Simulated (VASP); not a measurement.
# SrO in VASP 6.6.1, single-point calculation

INCAR

```
SIGMA = 0.02
GGA = PE
ISIF = 2
LREAL = .FALSE.
LWAVE = .FALSE.
NELM = 67
PREC = Accurate
NBANDS = 15
ENCUT = 520
LCHARG = .FALSE.
IBRION = -1
EDIFF = 1E-7
ISMEAR = -1
NSW = 0
ICHARG = 11
LASPH = .TRUE.
```

KPOINTS

```
KPOINTS created by Atomic Simulation Environment
0
Gamma
8 8 8
0 0 0
```

POSCAR

```
Sr O
 1.0000000000000000
     0.0864678396000000    2.5889633957000000    2.5889633957000000
     2.5889633957000000    0.0864678396000000    2.5889633957000000
     2.5889633957000000    2.5889633957000000    0.0864678396000000
 Sr  O
   1   1
Cartesian
  0.0000000000000000  0.0000000000000000  0.0000000000000000
  2.6321973155000005  2.6321973155000005  2.6321973155000005
```

The recommended PBE PAW datasets give the neutral cell 16 valence electrons.

Command

```
mpirun -np 1 vasp_std
```

Standard output (part)

```
POSCAR found type information on POSCAR SrO
 POSCAR found :  2 types and       2 ions
 LDA part: xc-table for (Slater+PW92), standard interpolation
 WARNING: stress and forces are not correct
 POSCAR, INCAR and KPOINTS ok, starting setup
 WAVECAR not read
 WARNING: CHGCAR is incomplete
|     EEEEEEE  RRRRRR   RRRRRR   OOOOOOO  RRRRRR      ###     ###     ###     |
|     E        R     R  R     R  O     O  R     R     ###     ###     ###     |
|     E        R     R  R     R  O     O  R     R     ###     ###     ###     |
|     EEEEE    RRRRRR   RRRRRR   O     O  RRRRRR       #       #       #      |
|     E        R    R   R    R   O     O  R    R      ###     ###     ###     |
|     EEEEEEE  R     R  R     R  OOOOOOO  R     R     ###     ###     ###     |
|     ERROR: charge density could not be read from file CHGCAR for            |
|     ICHARG>10                                                               |
|       ---->  I REFUSE TO CONTINUE WITH THIS SICK JOB ... BYE!!! <----       |
```

VASP stopped before the first electronic step.

Task: What is wrong with this input?

Result: Density file missing or never updated. VASP stopped before the first electronic step.
